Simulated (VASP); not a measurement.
# Rh (R-3m) in VASP: a series of runs, part 3 of 3

VASP 6.6.1. The steps go on from the part before.

**5. Single point, PBE**

This run uses another cell than the first one, of 14.08 Å³/atom, 0.879 times its volume.

INCAR reads:

```
PREC = Accurate
ENCUT = 520
EDIFF = 1E-6
ISMEAR = 0
SIGMA = 0.1
LREAL = F
LASPH = T
NELM = 100
ALGO = Normal
ISIF = 2
LWAVE = F
LCHARG = F
GGA = PE
NBANDS = 30
```

KPOINTS reads:

```
Automatic mesh
0
Gamma
  9 9 9
```

POSCAR reads:

```
Rh
1.0
    1.3577279845      0.7838846173      6.6147543805
   -1.3577279845      0.7838846173      6.6147543805
    0.0000000000     -1.5677692346      6.6147543805
Rh
3
Direct
    0.0000000000      0.0000000000      0.0000000000
    0.2226143426      0.2226143426      0.2226143426
    0.7773856574      0.7773856574      0.7773856574
```

Potentials or basis: VASP PAW PBE potentials, release 64 (Rh_pv).

The run is started by

```bash
> cat potpaw_PBE.64/Rh_pv/POTCAR > POTCAR
> mpirun -np 1 vasp_std > vasp.out
```

OUTCAR:

```text
PREC = Accurate
   ENCUT = 520
   EDIFF = 1E-6
   ISMEAR = 0
   LREAL = F
   LASPH = T
   NELM = 100
   ISIF = 2
   GGA = PE

 ion  position               nearest neighbor table
   1  0.000  0.000  0.000-   3 2.70   2 2.70   3 2.70   3 2.70   2 2.70   2 2.70
   2  0.223  0.223  0.223-   1 2.70   1 2.70   1 2.70   3 2.72   3 2.72   3 2.72
   3  0.777  0.777  0.777-   1 2.70   1 2.70   1 2.70   2 2.72   2 2.72   2 2.72

  LATTYP: Found a trigonal (rhomboedric) cell.
 ALAT       =     6.7980052874
 COS(alpha) =     0.9202202744

  Lattice vectors:

 A1 = (   1.3577279845,   0.7838846173,   6.6147543805)
 A2 = (  -1.3577279845,   0.7838846173,   6.6147543805)
 A3 = (   0.0000000000,  -1.5677692346,   6.6147543805)

Analysis of symmetry for initial positions (statically):
=====================================================================
 Subroutine PRICEL returns:
 Original cell was already a primitive cell.

 Routine SETGRP: Setting up the symmetry group for a
 trigonal (rhombohedral) supercell.

 Subroutine GETGRP returns: Found 12 space group operations
 (whereof 12 operations were pure point group operations)
 out of a pool of 12 trial point group operations.

The static configuration has the point symmetry D_3d.

Analysis of symmetry for dynamics (positions and initial velocities):
=====================================================================
 Subroutine PRICEL returns:
 Original cell was already a primitive cell.

 Routine SETGRP: Setting up the symmetry group for a
 trigonal (rhombohedral) supercell.

 Subroutine GETGRP returns: Found 12 space group operations
 (whereof 12 operations were pure point group operations)
 out of a pool of 12 trial point group operations.

The dynamic configuration has the point symmetry D_3d.

 Subroutine INISYM returns: Found 12 space group operations
 (whereof 12 operations are pure point group operations),
 and found     1 'primitive' translations

----------------------------------------------------------------------------------------

                                     Primitive cell

  volume of cell :      42.2406

  direct lattice vectors                    reciprocal lattice vectors
     1.357727985  0.783884617  6.614754380     0.368262278  0.212616325  0.050392398
    -1.357727985  0.783884617  6.614754380    -0.368262278  0.212616325  0.050392398
     0.000000000 -1.567769235  6.614754380     0.000000000 -0.425232650  0.050392398

  length of vectors
     6.798005287  6.798005287  6.798005287     0.428208128  0.428208128  0.428208128

  position of ions in fractional coordinates (direct lattice)
     0.000000000  0.000000000  0.000000000
     0.222614343  0.222614343  0.222614343
     0.777385657  0.777385657  0.777385657

  ion indices of the primitive-cell ions
   primitive index   ion index
                 1           1
                 2           2
                 3           3

----------------------------------------------------------------------------------------

 KPOINTS: Automatic mesh

Automatic generation of k-mesh.
 Grid dimensions read from file:
 generate k-points for:    9    9    9

 Generating k-lattice:

  Cartesian coordinates                     Fractional coordinates (reciprocal lattice)
     0.040918031  0.023624036  0.005599155     0.111111111  0.000000000 -0.000000000
    -0.040918031  0.023624036  0.005599155     0.000000000  0.111111111 -0.000000000
     0.000000000 -0.047248072  0.005599155    -0.000000000 -0.000000000  0.111111111

  Length of vectors
     0.047578681  0.047578681  0.047578681

  Shift w.r.t. Gamma in fractional coordinates (k-lattice)
     0.000000000  0.000000000  0.000000000

 Subroutine IBZKPT returns following result:
 ===========================================

 Found     85 irreducible k-points:

 Following reciprocal coordinates:
            Coordinates               Weight
  0.000000  0.000000  0.000000      1.000000
  0.111111  0.000000  0.000000      6.000000
  0.222222  0.000000  0.000000      6.000000
  0.333333  0.000000  0.000000      6.000000
  0.444444  0.000000  0.000000      6.000000
  0.111111  0.111111  0.000000      6.000000
[... 16 lines left out ...]
 -0.333333  0.333333  0.000000      6.000000
  0.444444  0.444444  0.000000      6.000000
 [... further k-points ...]
   k-points           NKPTS =     85   k-points in BZ     NKDIM =     85   number of bands    NBANDS=     30
   number of dos      NEDOS =    301   number of ions     NIONS =      3
   total plane-waves  NPLWV = 157464
   dimension x,y,z NGX =    54 NGY =   54 NGZ =   54
   dimension x,y,z NGXF=   108 NGYF=  108 NGZF=  108
   ions per type =               3
   NGX,Y,Z   is equivalent  to a cutoff of  13.21, 13.21, 13.21 a.u.
   NGXF,Y,Z  is equivalent  to a cutoff of  26.41, 26.41, 26.41 a.u.
 SYSTEM =  unknown system
   PREC   = accura    normal or accurate (medium, high low for compatibility)
   ISTART =      0    job   : 0-new  1-cont  2-samecut
   ICHARG =      2    charge: 1-file 2-atom 10-const
   ISPIN  =      1    spin polarized calculation?
   LNONCOLLINEAR =      F non collinear calculations
   LSORBIT =      F    spin-orbit coupling
   LASPH  =      T    aspherical Exc in radial PAW
   ENCUT  =  520.0 eV  38.22 Ry    6.18 a.u.  12.64 12.64 12.64*2*pi/ulx,y,z
   NELM   =    100;   NELMIN=  2; NELMDL= -5     # of ELM steps
   EDIFF  = 0.1E-05   stopping-criterion for ELM
   LREAL  =      F    real-space projection
   EDIFFG = 0.1E-04   stopping-criterion for IOM
   NSW    =      0    number of steps for IOM
   IBRION =     -1    ionic relax: 0-MD 1-quasi-New 2-CG
   NFREE  =      0    steps in history (QN), initial steepest desc. (CG)
   ISIF   =      2    stress and relaxation
   ISYM   =      2    0-nonsym 1-usesym 2-fastsym
   POTIM  = 0.5000    time-step for ionic-motion
   TEBEG  =    0.0;   TEEND  =   0.0 temperature during run
   PSTRESS=    0.0 pullay stress
   NELECT =      45.0000    total number of electrons
   NUPDOWN=      -1.0000    fix difference up-down
   EMIN   =  10.00;   EMAX   =-10.00  energy-range for DOS
   EFERMI =   0.00;   METHOD = LEGACY
   ISMEAR =     0;   SIGMA  =   0.10  broadening in eV -4-tet -1-fermi 0-gaus
   EFERMI_NEDOS =   21; number of points for ismear=-14 and -15
   IALGO  =     38    algorithm
   IMIX   =      4    mixing-type and parameters
     AMIX     =   0.40;   BMIX     =  1.00
     AMIX_MAG =   1.60;   BMIX_MAG =  1.00
  volume/ion in A,a.u.               =      14.08        95.02
  Fermi-wavevector in a.u.,A,eV,Ry     =   1.671998  3.159618 38.036130  2.795577
  Thomas-Fermi vector in A             =   2.757222
   LORBIT       =      0    0 simple, 1 ext, 2 COOP (PROOUT), +10 PAW based schemes
   GGA     = PE    functional components
   LHFCALC =     F    Hartree Fock is set to
   AEXX    =    0.0000 exact exchange contribution
   IVDW    =     0    specifies the selected vdW correction
   LEPSILON=     F    determine dielectric tensor
   LRPA    =     F    only Hartree local field effects (RPA)
 non-spin polarized calculation
 Gauss-broadening in eV      SIGMA  =   0.10
  energy-cutoff  :      520.00
  volume of cell :       42.24
 maximum number of plane-waves:      1153
 NGX is ok and might be reduce to    54

 number of electron      45.0000004 magnetization

 Free energy of the ion-electron system (eV)
  ---------------------------------------------------
  ext. energy  EPLUGINS =         0.00000000
  ---------------------------------------------------
  free energy    TOTEN  =       -21.70970017 eV

  energy without entropy =      -21.68719769  energy(sigma->0) =      -21.69844893

 E-fermi :  11.4837     XC(G=0): -13.8782

 val. band max:       11.4816358733   @ k =  -0.3333   0.4444   0.3333
 cond. band min:      11.4853573445   @ k =  -0.2222   0.4444   0.2222
 fundamental gap:      0.0037214712
 Fermi energy:        11.4836759909

 k-point     1 :       0.0000    0.0000    0.0000
  band No.  band energies     occupation
      1     -35.4146      2.00000
      2     -35.3581      2.00000
      3     -34.9366      2.00000
      4     -34.9366      2.00000
      5     -34.9202      2.00000
      6     -34.9202      2.00000
[... 781 lines left out ...]
     29      21.0400      0.00000
     30      23.0925      0.00000

 [... further k-points ...]

------------------------ aborting loop because EDIFF is reached ----------------------------------------

  FORCE on cell =-STRESS in cart. coord.  units (eV):
  Direction    XX          YY          ZZ          XY          YZ          ZX
  --------------------------------------------------------------------------------------
  -------------------------------------------------------------------------------------
  Total       -0.0002097     -0.0002097      0.0122555     -0.0000000      0.0000000     -0.0000000
  in kB       -0.0079522     -0.0079522      0.4648500     -0.0000000      0.0000000     -0.0000000
  external PRESSURE =       0.1496485 kB  Pullay stress =       0.0000000 kB

 VOLUME and BASIS-vectors are now :
 -----------------------------------------------------------------------------
  energy-cutoff  :      520.00
  volume of cell :       42.24
      direct lattice vectors                 reciprocal lattice vectors
     1.357727985  0.783884617  6.614754380     0.368262278  0.212616325  0.050392398
    -1.357727985  0.783884617  6.614754380    -0.368262278  0.212616325  0.050392398
     0.000000000 -1.567769235  6.614754380     0.000000000 -0.425232650  0.050392398

 POSITION                                       TOTAL-FORCE (eV/Angst)
 -----------------------------------------------------------------------------------
      0.00000      0.00000      0.00000        -0.000000      0.000000      0.000000
      0.00000      0.00000      4.41762         0.000000      0.000000      0.002821
      0.00000      0.00000     15.42665         0.000000      0.000000     -0.002821
 -----------------------------------------------------------------------------------
    total drift:                                0.000000     -0.000000      0.000000

  FREE ENERGIE OF THE ION-ELECTRON SYSTEM (eV)
  ---------------------------------------------------
  free  energy   TOTEN  =       -21.7097001704 eV

  energy  without entropy=      -21.6871976866  energy(sigma->0) =      -21.69844893
```

Wall time 4.8 min (1 thread of Intel Xeon 6975P-C (Granite Rapids), shared host); peak memory 0.42 GiB.

Results:

- Free energy: -21.7097 eV
- Pressure: 0.0 GPa
- Band gap on the k mesh: none (metal or under the smearing width)

Forces in eV/Å, atoms in the order of the input:
```
Rh   0.000  0.000  0.000
Rh   0.000  0.000  0.003
Rh   0.000  0.000 -0.003
```

**6. Single point, PBE**

This run uses another cell than the first one: it holds 4 atoms, not 3.

INCAR reads:

```
ALGO     = Normal         # electronic algorithm
EDIFF    = 1E-6           # SCF threshold, eV
ENCUT    = 520            # plane-wave cutoff, eV
GGA      = PE             # functional
ISIF     = 2              # what is computed and relaxed
ISMEAR   = 0              # smearing method
LASPH    = True           # aspherical terms in the spheres
LCHARG   = False          # write CHGCAR
LREAL    = False          # projectors in reciprocal space
LWAVE    = False          # write WAVECAR
NBANDS   = 38             # bands
NELM     = 100            # most SCF steps
PREC     = Accurate       # precision mode
SIGMA    = 0.1            # smearing width, eV
```

KPOINTS reads:

```
k-points
0
Gamma
  6 6 4
```

POSCAR reads:

```
Rh
1.0
    2.3637800491     -1.3641773250     -0.0390043346
    2.3637800491      1.3641773250     -0.0390043346
   -1.4212732494      0.0000000000      8.7660434250
Rh
4
Direct
   -0.1246318720     -0.1246318720      0.1252182541
    1.1246318720      1.1246318720      0.8747817459
    0.7084675228      0.7084675228      0.6252611592
    0.2915324772      0.2915324772      0.3747388408
```

Potentials or basis: VASP PAW PBE potentials, release 64 (Rh_pv).

The run is started by

```bash
> cat potpaw_PBE.64/Rh_pv/POTCAR > POTCAR
> mpirun -np 1 vasp_std > vasp.out
```

It took 59 s on 1 thread of Intel Xeon Platinum 8488C (Sapphire Rapids), shared host; peak memory 0.2 GiB.

The run converged. Its results:

| Item | Value |
| --- | --- |
| Free energy | -28.8744 eV |
| Pressure | 0.1 GPa |
| Largest force | 0.006 eV/Å |
| Band gap on the k mesh | none (metal or under the smearing width) |

Forces on the atoms (eV/Å):
```
Rh   0.000  0.000  0.006
Rh   0.000  0.000 -0.006
Rh   0.000  0.000 -0.001
Rh   0.000  0.000  0.001
```

Levels at points of the mesh, in eV from the Fermi level:
| k point | band 28 | band 29 | band 30 | band 31 | band 32 | band 33 | band 34 | band 35 |
| --- | --- | --- | --- | --- | --- | --- | --- | --- |
| (0.00, 0.00, 0.00) | -1.28 | -1.27 | -0.56 | -0.56 | -0.50 | -0.50 | 0.46 | 0.46 |
| (0.50, 0.00, 0.00) | 0.45 | 0.57 | 0.61 | 0.77 | 0.84 | 1.76 | 2.55 | 4.02 |
| (0.50, 0.50, 0.00) | 0.53 | 0.59 | 0.68 | 0.74 | 0.94 | 2.30 | 3.45 | 3.73 |
| (0.00, 0.00, 0.50) | -1.43 | -0.90 | -0.89 | -0.89 | -0.88 | 0.01 | 0.02 | 0.30 |
| (0.50, 0.00, 0.50) | 0.53 | 0.59 | 0.68 | 0.74 | 0.94 | 2.29 | 3.46 | 3.73 |
| (0.50, 0.50, 0.50) | 0.45 | 0.57 | 0.61 | 0.77 | 0.84 | 1.74 | 2.55 | 4.02 |

Caveat: the k mesh is coarse (spacing up to 0.44 Å⁻¹), so the values aren't converged.

**7. The runs side by side**

```tsv
task	cell	k mesh	cutoff (eV)	mesh quality	gap on the mesh (eV)	pressure (GPa)	largest force (eV/Å)
relaxation of cell and atoms	relaxed	9 × 9 × 9	600	not flagged	none	0.1	0.03
single point	R-3m, 14.08 Å³/atom	21 × 21 × 21	520	not flagged	none	0.1	-
single point	R-3m, 16.01 Å³/atom	9 × 9 × 9	520	not flagged	none	-23.4	0.10
single point	R-3m, 14.08 Å³/atom	9 × 9 × 9	520	not flagged	none	0.0	-
single point	C2/m, 14.1 Å³/atom	6 × 6 × 4	520	coarse	none	0.1	0.01
```

Alike in all rows: level PBE; potentials or basis VASP PAW PBE potentials, release 64 (Rh_pv); no spin polarisation; smearing gaussian 0.1 eV.

Caveats: some runs use coarse meshes; so large a pressure means that the cell lies far from this level's equilibrium, or that cutoff or potentials fall short (some runs).

Total energies depend on the potentials used, so only differences within one code and one set of settings carry meaning.
